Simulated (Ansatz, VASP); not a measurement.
## One calculation of SnO, two programs

```
Sn O
1.0
     3.35500    0.00000    0.00000
     0.00000    5.67410    0.00000
     0.00000    0.00000    4.22197
Sn O
2 2
Direct
  0.00000 0.23191 0.51314
  0.50000 0.76809 0.01314
  0.00000 0.89125 0.73686
  0.50000 0.10875 0.23686
```

The cell comes from a database or a generator and needn't be the stable form of this composition.

Alike in both runs: task single point; functional LDA; k mesh 10 × 6 × 8; occupations gaussian, width 0.05 eV; no spin polarisation.

|  | VASP | Ansatz |
| --- | --- | --- |
| version | VASP 6.6.1 | Ansatz 0.2.0 |
| potentials or method | VASP PAW LDA potentials, release 64 (Sn_d, O) | scalar-relativistic, plane waves, PAW |
| plane-wave cutoff (eV) | 520 | 420 |
| valence electrons in the cell | 40 | 40 |

VASP gave:

```
gap on the k mesh at the Fermi level (eV)       : 1.31
least direct gap on the mesh (eV)               : 1.95
pressure (GPa)                                  : -5.2
largest component of the traceless stress (GPa) : 0.90
rms of the force components (eV/Å)              : 0.284
```

**Question.** What did Ansatz give for the same quantities?

**Answer.** gap on the k mesh at the Fermi level (eV): 1.33; least direct gap on the mesh (eV): 1.98; pressure (GPa): -5.5; largest component of the traceless stress (GPa): 0.93; rms of the force components (eV/Å): 0.324.

Atom by atom the forces differ by 0.042 eV/Å (rms over components).

Caveats: spin-orbit coupling is left out, which moves the levels of the heavy elements. A k mesh can miss the band edges. A hybrid or GW would open this gap; LDA tends to underestimate it.
